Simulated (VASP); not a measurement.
InP:

```xyz
2
Lattice="0.0000 2.8550 2.8550 2.8550 0.0000 2.8550 2.8550 2.8550 0.0000" Properties=species:S:1:pos:R:3 pbc="T T T"
In    0.0000    0.0000    0.0000
P     2.8550    2.8550    2.8550
```

Measurements of this composition are mostly on another form, of space group No. 216.

| Item | Value |
| --- | --- |
| Program | VASP 6.6.1 |
| Task | relaxation of cell and atoms |
| Functional | PBE |
| Potentials or basis | VASP PAW PBE potentials, release 64 (In_d, P) |
| Cutoff | 600 eV |
| k mesh | 12 × 12 × 12 |
| Occupations | gaussian, width 0.1 eV |
| Spin | no spin polarisation |

At the start: pressure -5.4 GPa; volume 23.27 Å³/atom.

Q: How do energy, volume and symmetry change on relaxing?

A: Over 15 steps the energy falls by 37.8 meV/atom and the volume is 21.23 Å³/atom (-8.8 %); space group Fm-3m (No. 225, to 0.05 Å).

Step by step:
```tsv
step	energy change (eV)	largest force (eV/Å)	pressure (GPa)	volume (Å³)
1	0.0000	0.0000	-5.40	46.54
2	-0.0701	0.0000	1.85	41.46
3	-0.0756	0.0000	0.05	42.44
4	-0.0756	0.0000	-0.13	42.52
5	-0.0756	0.0000	-0.14	42.52
6	-0.0756	0.0000	-0.11	42.51
7	-0.0756	0.0000	-0.11	42.51
8	-0.0756	0.0000	-0.11	42.51
9	-0.0756	0.0000	-0.11	42.51
10	-0.0756	0.0000	-0.12	42.51
11	-0.0756	0.0000	-0.12	42.51
12	-0.0756	0.0000	-0.10	42.51
13	-0.0756	0.0000	-0.08	42.50
14	-0.0756	0.0000	-0.06	42.48
15	-0.0756	0.0000	-0.01	42.45
```

Final structure:
```yaml
crystal:
  lattice:
    - [0.00000, 2.76875, 2.76875]
    - [2.76875, 0.00000, 2.76875]
    - [2.76875, 2.76875, 0.00000]
  atoms:
    - { symbol: In, position: [0.00000, 0.00000, 0.00000] }
    - { symbol: P, position: [0.50000, 0.50000, 0.50000] }
```
